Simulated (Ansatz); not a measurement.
# ScAl3 (Pm-3m), clamped-ion strain scan

The calculation used Ansatz 0.2.0, DFT PBEsol, scalar-relativistic, plane waves, PAW. Cutoff 420 eV, Γ-centred 12×12×12 k-points, Gaussian smearing of 0.15 eV. No spin polarisation. Energies are free energies at this smearing, counted from the undisturbed cell; pressure is positive in compression.

Reference structure (relaxed at this level; it needn't be the usual structure):

```yaml
crystal:
  lattice:
    - [4.07130, 0.00000, 0.00000]
    - [0.00000, 4.07130, 0.00000]
    - [0.00000, 0.00000, 4.07130]
  atoms:
    - { symbol: Sc, position: [0.00000, 0.00000, 0.00000] }
    - { symbol: Al, position: [0.50000, 0.00000, 0.50000] }
    - { symbol: Al, position: [0.00000, 0.50000, 0.50000] }
    - { symbol: Al, position: [0.50000, 0.50000, 0.00000] }
```

The cell is strained by ε times the Voigt pattern (0, 0, 0, 1, 0, 0) (xx, yy, zz, yz, xz, xy; engineering shear) with fractional coordinates fixed. The cell is metallic on the mesh throughout.

```csv
ε,ΔE (meV/atom),"stress summed along the pattern (GPa, tension positive)",pressure (GPa)
-0.1000,41.2,-7.78,1.3
-0.0500,?,-3.88,?
0.0000,0.0,0.00,0.0
0.0125,0.6,0.96,0.1
0.0250,2.5,1.93,0.1
0.0375,5.7,2.90,0.2
0.0625,?,4.86,?
0.0750,23.1,5.83,0.8
0.0875,31.5,6.81,1.0
```

By symmetry 0.1000 repeats -0.1000, -0.0750 repeats 0.0750, 0.0500 repeats -0.0500, -0.0250 repeats 0.0250 in energy, with the opposite slope along the path.

(1) Give the withheld values.

Answers

(1) ΔE (meV/atom) at ε = -0.0500: 10.2; pressure (GPa) at ε = -0.0500: 0.4; ΔE (meV/atom) at ε = 0.0625: 16.0; pressure (GPa) at ε = 0.0625: 0.5.